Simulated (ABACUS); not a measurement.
Input of an ABACUS 3.10.1 run:

The input INPUT:

```
INPUT_PARAMETERS
suffix              W
calculation         cell-relax
basis_type          pw
pseudo_dir          ./
symmetry            1
dft_functional      GGA_X_SOGGA+GGA_C_PBE
ecutwfc             55
pseudo_rcut         10
nspin               1
nbands              11
ks_solver           dav
smearing_method     fd
smearing_sigma      0.00367493
scf_thr             1e-08
scf_nmax            100
mixing_type         broyden
mixing_beta         0.7
cal_force           1
cal_stress          1
ecutrho             440
relax_nmax          60
force_thr_ev        0.02
relax_method        cg
out_stru            1
stress_thr          0.5
kpar                4
```

Contents of STRU:

```
ATOMIC_SPECIES
W 183.8400 W_pbe_v1.2.uspp.F.UPF

LATTICE_CONSTANT
1.8897261246

LATTICE_VECTORS
-1.5823450000 1.5823450000 1.5823450000
1.5823450000 -1.5823450000 1.5823450000
1.5823450000 1.5823450000 -1.5823450000

ATOMIC_POSITIONS
Direct

W
0.0
1
0.0000000000 0.0000000000 0.0000000000 1 1 1
```

The input KPT:

```
K_POINTS
0
Gamma
10 10 10 0 0 0
```

Potentials or basis: SSSP 1.3 efficiency PBE, plane waves.

Command:

```sh
$ OMP_NUM_THREADS=1 mpirun -np 4 abacus > log
```

(1) Estimate the space group after relaxing (to 0.05 Å).

(2) What does it give for the band gap on the k mesh?

(3) Predict the relaxed volume.

## Answers

(1) Im-3m (No. 229).

(2) none (metal or under the smearing width).

(3) 15.64 Å³/atom.

Caveat: the potentials were made for another functional, which shifts forces and pressure.
